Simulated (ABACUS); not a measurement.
NaCl:

```
Cl Na
1.0
     0.00000    2.79406    2.79406
     2.79406    0.00000    2.79406
     2.79406    2.79406    0.00000
Cl Na
1 1
Direct
  0.50000 0.50000 0.50000
  0.00000 0.00000 0.00000
```

The cell is a database's computed one.

Program: ABACUS 3.10.1. Alike in all runs: task single point; no spin polarisation; cell as given; smearing fermi-dirac 0.05 eV.

Question: Order these runs on this cell by their band gap on the k mesh, lowest first.
A. level HCTH407; potentials or basis SSSP 1.3 efficiency PBE, plane waves; k mesh 6 × 6 × 6; cutoff (eV) 748; SCF threshold on the density 1e-08; eigensolver dav
B. level BLYP; potentials or basis PseudoDojo NC SR 0.5 PBE stringent, DZP LCAO (the cutoffs set its grid); k mesh 7 × 7 × 7; cutoff (eV) 1361; SCF threshold on the density 1e-07; eigensolver genelpa
C. level LDA; potentials or basis PseudoDojo NC SR 0.4.1 LDA standard, DZP LCAO (the cutoffs set its grid); k mesh 7 × 7 × 7; cutoff (eV) 1361; SCF threshold on the density 1e-07; eigensolver genelpa
D. level TPSS; potentials or basis SG15 ONCV 1.2 PBE, plane waves; k mesh 5 × 5 × 5; cutoff (eV) 1401; SCF threshold on the density 1e-08; eigensolver dav
E. level BLYP; potentials or basis PseudoDojo NC SR 0.4.1 PBE standard, plane waves; k mesh 6 × 6 × 6; cutoff (eV) 1211; SCF threshold on the density 1e-08; eigensolver dav

Answer: C (5.00 eV), E (5.25 eV), B (5.40 eV), D (5.57 eV), A (6.00 eV).

Caveats: an odd mesh through Γ misses points on the zone boundary, where band edges often lie (some runs); the atomic orbitals were generated for these runs and aren't a published set (some runs); the basis of atomic orbitals isn't converged, which shifts pressures, moduli and gaps (some runs).

Not every run made on this cell is shown here.
